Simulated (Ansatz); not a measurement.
The system is Sb.

```xyz
2
Lattice="3.3545 0.0000 0.0000 -1.6773 2.9051 0.0000 0.0000 0.0000 5.4702" Properties=species:S:1:pos:R:3 pbc="T T T"
Sb    1.6773    0.9684    4.1026
Sb    0.0000    1.9367    1.3675
```

This isn't the form of Sb at room conditions, which is rhombohedral.

- Program: Ansatz 0.2.0
- Task: relaxation of cell and atoms
- Functional: PBEsol
- Potentials or basis: Ansatz PAW
- Cutoff: 420 eV (not typed: the program's choice for these potentials)
- k mesh: 9 × 9 × 5
- Occupations: fermi-dirac, width 0.05 eV
- Spin: no spin polarisation

At the start: volume 26.65 Å³/atom.

Problem. How do energy, volume and symmetry change on relaxing?

Solution. It ends after 10 steps and the volume is 26.04 Å³/atom (-2.3 %); space group P6_3/mmc (No. 194, to 0.05 Å).

The path:
```tsv
step	energy change (eV)	largest force (eV/Å)	volume (Å³)
1	0.0000	0.0000	53.31
2	-0.0057	0.0000	51.32
3	-0.0073	0.0000	52.00
4	-0.0073	0.0000	51.98
5	-0.0075	0.0000	51.92
6	-0.0077	0.0000	51.89
7	-0.0077	0.0000	52.13
8	-0.0079	0.0000	52.11
9	-0.0079	0.0000	52.07
10	-0.0076	0.0000	52.07
```

Final structure:
```yaml
crystal:
  lattice:
    - [3.35419, 0.00000, 0.00000]
    - [-1.67710, 2.90482, 0.00000]
    - [0.00000, 0.00000, 5.34434]
  atoms:
    - { symbol: Sb, position: [0.66667, 0.33333, 0.75000] }
    - { symbol: Sb, position: [0.33333, 0.66667, 0.25000] }
```

Caveat: the plane-wave basis is chosen anew once the cell has moved, so the energies of steps on either side of that aren't comparable; the PAW data sets come from PBE, with cores solved anew for the run's functional, which leaves a small shift of forces and pressure.
